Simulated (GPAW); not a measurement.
Write an ASE script for GPAW 26.7.0 that does the following.

```
Task                : single point
Functional          : PBE
Potentials or basis : GPAW PAW data sets (gpaw-data 1.2.1)
Cutoff              : 600 eV
Basis               : pw
k mesh              : 18 × 18 × 18
Occupations         : fermi-dirac, width 0.05 eV
Spin                : no spin polarisation
Maxiter             : 60
```

The system is Pd.

```
CELL_PARAMETERS angstrom
0.00000 1.94650 1.94650
1.94650 0.00000 1.94650
1.94650 1.94650 0.00000
ATOMIC_POSITIONS crystal
Pd 0.00000 0.00000 0.00000
```

These files were run (other wordings do the same):

run.py

```python
from ase import Atoms
from ase.dft.bandgap import bandgap
from ase.io import write
from ase.units import GPa
from gpaw import GPAW, PW

atoms = Atoms(['Pd'],
              cell=[[0.0, 1.9465, 1.9465],
                    [1.9465, 0.0, 1.9465],
                    [1.9465, 1.9465, 0.0]],
              scaled_positions=[[0.0, 0.0, 0.0]],
              pbc=True)

calc = GPAW(mode=PW(600),
            xc='PBE',
            kpts={'size': (18, 18, 18), 'gamma': True},
            occupations={'name': 'fermi-dirac', 'width': 0.05},
            nbands=17,
            convergence={'density': 1e-05, 'energy': 1e-05},
            maxiter=60,
            txt='gpaw.txt')
atoms.calc = calc
energy = atoms.get_potential_energy()
forces = atoms.get_forces()
stress = atoms.get_stress()
calc.write('gs.gpw')
write('result.traj', atoms)
print(f'Energy: {energy:.6f} eV')
print('Forces (eV/A):')
print(forces.round(4))
print('Stress (GPa):', (stress / GPa).round(3))
print('Fermi level:', round(calc.get_fermi_level(), 4), 'eV')
print(f'Gap: {bandgap(calc)[0]:.4f} eV, direct: {bandgap(calc, direct=True)[0]:.4f} eV')
```

Potentials or basis: GPAW PAW data sets (gpaw-data 1.2.1), pw.

The run is started by

```sh
$ OMP_NUM_THREADS=1 python run.py
```

It gave:

```
Pressure               : 7.1 GPa
Band gap on the k mesh : none (metal or under the smearing width)
```

It took 26 s on 1 thread of Arm Neoverse V1 (shared host), peak memory 0.16 GiB.
